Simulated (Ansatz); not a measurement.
Records of electronic-structure calculations.

```cif
data_inse
_symmetry_space_group_name_H-M 'P 1'
_symmetry_Int_Tables_number 1
_cell_length_a 4.0851
_cell_length_b 4.0851
_cell_length_c 33.9000
_cell_angle_alpha 90.000
_cell_angle_beta 90.000
_cell_angle_gamma 120.000
_cell_volume 489.93
loop_
_atom_site_label
_atom_site_type_symbol
_atom_site_fract_x
_atom_site_fract_y
_atom_site_fract_z
_atom_site_occupancy
In1 In 0.33333 0.66667 0.54166 1
In2 In 0.33333 0.66667 0.45834 1
Se3 Se 0.66667 0.33333 0.57925 1
Se4 Se 0.66667 0.33333 0.42075 1
_calc_subject 'From HSE06 to G0W0: InSe (GaSe-type monolayer)'
_calc_method 'G0W0 on HSE06, plane waves, PAW; PAW set soft_1 (and 1 further level or step)'
_calc_program 'Ansatz 0.2.0'
_calc_settings_of_one_run 'cutoff 420 eV, 6×6×1 k-mesh, PAW set soft 1, empty bands 596, screening cutoff 66 eV, screening contour deformation, QP bands (v2, c2)'
_calc_cost '2 runs, 2.3 min in all on 1 × NVIDIA H100 80GB HBM3 (shared by 6 runs) with 2 threads of AMD EPYC 7R13 (Zen 3), shared host (the runs of this entry)'
_calc_notes 'In doubt: masses and optical values from hybrid runs of this build are listed as unsure (in some of the runs), which bears on the screening that GW takes from such a start. Values taken over the cell’s volume include its vacuum. The structure was relaxed with PBE. Limits: coarse mesh for a sheet; no spin-orbit coupling. Bands and cutoff are finite, so the gap is not at the basis limit. The miss can reach some tenths of an eV and take either sign; the mesh is an error of its own. The mesh in the plane is coarse for a sheet; gap and any exciton binding can still move on denser ones.'
_calc_hse06_gap '2.15 eV, indirect'
_calc_g0w0_gap_on_the_mesh '3.05 eV, from k = (0.000, 0.167, 0.000) to k = Γ'
_calc_g0w0_gap_over_the_zone_rigid_shift '3.05 eV'
_calc_gw_settings '6×6×1 mesh, 596 empty bands, screening to 66 eV, PAW set soft_1 files'
_calc_known_limits 'not at the basis limit; coarse mesh for a sheet; no spin-orbit coupling'
```

[Paths, hosts, dates, memory and timing lines, banners, echoed tables and standing remarks are left out of the program output.]

[Logs are printed without paths, hosts, clocks, repeated set-up lines and the standing remarks that a program may print on its own settings, such as how far it seeks lower states.]

[Runs of the session that timed out or met a known fault of the program may be left out.]

[Cells called generated may have been cut or substituted from an entry of the Crystallography Open Database or the Materials Project.]

[Hosts, paths, dates, database ids (printed as entryN), source tags and the programs' standing remarks are cut or masked in the printed files.]
